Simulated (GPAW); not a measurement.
Runs of GPAW 26.7.0 on ZrB2. It takes space group P6/mmm (No. 191, hexagonal). The conventional cell has a = 3.170 Å, b = 3.170 Å, c = 3.533 Å, α = 90.00°, β = 90.00°, γ = 120.00°. Zr (site symmetry 6/mmm) has 12 B at 2.54 Å as nearest neighbours. Around B (site symmetry -6m2) lie 3 B at 1.83 Å. 

```tsv
task	level	potentials or basis	spin	U	cell	k mesh	maxiter	U projector left unscaled	band path	band points	other keys	mesh quality	gap on the mesh (eV)	pressure (GPa)	moment (μB)
single point	PBE	GPAW PAW data sets (gpaw-data 1.2.1), pw	off	-	as given	10 × 10 × 8	150	-	-	-	-	not flagged	none	-0.1	-
electron localisation function	SOGGA	PAW data sets generated in the run's folder for this functional, pw	collinear, ferromagnetic start	-	as given	10 × 10 × 8	150	-	-	-	-	not flagged	none	-5.1	0.00
electron localisation function	r2SCAN+U	GPAW PAW data sets (gpaw-data 1.2.1), pw	off	Zr d U = 7 eV	as given	9 × 9 × 7	150	no	-	-	-	not flagged	none	(a)	-
band structure	PBEsol+U	PAW data sets generated in the run's folder for this functional, pw	collinear, random start	Zr d U = 5 eV	cell strained at random at fixed volume	5 × 5 × 4	50	no	XGY,LGZ,NGM,RG	100	several, not listed	coarse	-	7.5	0.00
```

Alike in all rows: cutoff (eV) 800; smearing fermi-dirac 0.05 eV.

Q: Estimate the missing entries.

A: (a) 17.1.

Caveats: some runs use coarse meshes; the U is typed as a test and isn't derived for this compound (some runs); the PAW data sets were made with another functional, which shifts forces and pressure a little (some runs); U without spin polarisation on a metal has little footing (some runs).

A k mesh can miss the band edges, and the runs leave out spin-orbit coupling on Zr.

A gap of «none» marks a metal or a gap under the smearing width.
